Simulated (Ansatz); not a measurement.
The cell was built from the hcp type and relaxed in the same program, and has space group P6_3/mmc; it needn't be a known or the stable phase.

A run on Cr: DFT, PBE, all-electron LAPW, scalar-relativistic (Ansatz 0.2.0). The input:

```yaml
crystal:
  lattice:
    - [2.4853038174, 0.0, 0.0]
    - [-1.2426519087, 2.152336242, 0.0]
    - [0.0, 0.0, 4.4556382136]
  atoms:
    - { symbol: Cr, position: [0.3333333333, 0.6666666667, 0.25], spin: 3.0 }
    - { symbol: Cr, position: [0.6666666667, 0.3333333333, 0.75], spin: 3.0 }
magnetization:
  spin_polarized: true
kpoints:
  mp_grid: { grid: [17, 17, 9] }
scf:
  occupations: { method: fermi_dirac, width: 0.05 }
hamiltonian:
  xc: pbe
  pseudopotentials:
    kind: all_electron
    lapw: { basis_error: 0.001, muffin_tin_radii: { Cr: 1.399 } }
output:
  forces: true
  stress: true
  eigenvalues: true
```

Q: Can this result be used?

A: No. The input was rejected before any iteration. The typed spheres overlap: twice 1.399 Å exceeds the shortest distance, 2.485 Å; smaller radii, or none typed, cure it. It says:
```
Error: `kind: all_electron` solves this crystal on LAPW (the input types lapw, or this build lists no dataset of some species for it), and no LAPW basis is found for it: the given muffin-tin radii of Cr and Cr, or the smallest supported ones, add up to 2.798 Å, and 2.485 Å are free between these atoms; give smaller radii, or leave one out; where each species has a listed dataset, leave lapw and dirac_shells out and run without spin–orbit coupling, or set another kind (and leave the keys of all_electron out)
```
 The same cell converged in the base run, which differs by not having this change: all sphere radii typed as 1.399 A.
